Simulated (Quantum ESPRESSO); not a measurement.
The system is KTaO3.

```
Ta K O
1.0
     3.98830    0.00000    0.00000
     0.00000    3.98830    0.00000
     0.00000    0.00000    3.98830
Ta K O
1 1 3
Direct
  0.00000 0.00000 0.00000
  0.50000 0.50000 0.50000
  0.00000 0.00000 0.50000
  0.00000 0.50000 0.00000
  0.50000 0.00000 0.00000
```

Program: Quantum ESPRESSO 7.5. Alike in all runs: no spin polarisation; cell as given; smearing fermi-dirac 0.05 eV.

Order these runs on this cell by their pressure, lowest first.
A. level LDA; potentials or basis GBRV 1.5 LDA; k mesh 7 × 7 × 7; cutoff (eV) 762; form of the LDA correlation PZ81
B. level PBE; potentials or basis SSSP 1.3 efficiency PBE; k mesh 7 × 7 × 7; cutoff (eV) 816
C. level BLYP; potentials or basis GBRV 1.5 PBE; k mesh 6 × 6 × 6, shifted; cutoff (eV) 762
D. level PBEsol; potentials or basis GBRV 1.5 PBEsol; k mesh 4 × 4 × 4; cutoff (eV) 762; k mesh for the Wannier functions 4 × 4 × 4

A (-5.1 GPa), D (-0.1 GPa), B (5.2 GPa), C (11.0 GPa).

Caveats: the Wannier minimisation didn't converge (some runs); the potentials were made for another functional, which shifts forces and pressure (some runs); the cell is more than 3 GPa from zero pressure, which shifts response properties (some runs).

Not every run made on this cell is shown here.
